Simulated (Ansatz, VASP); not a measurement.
One calculation of Nb, two programs

```xyz
1
Lattice="2.7007 0.0000 0.0000 0.0000 2.7007 0.0000 0.0000 0.0000 2.7007" Properties=species:S:1:pos:R:3 pbc="T T T"
Nb    0.0000    0.0000    0.0000
```

Alike in both runs: task single point; functional LDA; k mesh 13 × 13 × 13; occupations fermi-dirac, width 0.1 eV; no spin polarisation.

|  | VASP | Ansatz |
| --- | --- | --- |
| version | VASP 6.6.1 | Ansatz 0.2.0 |
| potentials or method | VASP PAW LDA potentials, release 64 (Nb_sv) | plane waves (420 eV) with PAW, scalar-relativistic |
| plane-wave cutoff (eV) | 520 | 420 |
| valence electrons in the cell | 13 | 13 |

```tsv
	VASP	Ansatz	Ansatz less VASP
pressure (GPa)	-6.0	-5.9	+0.08
```

Ansatz warned: «pseudo_functional_mismatch».
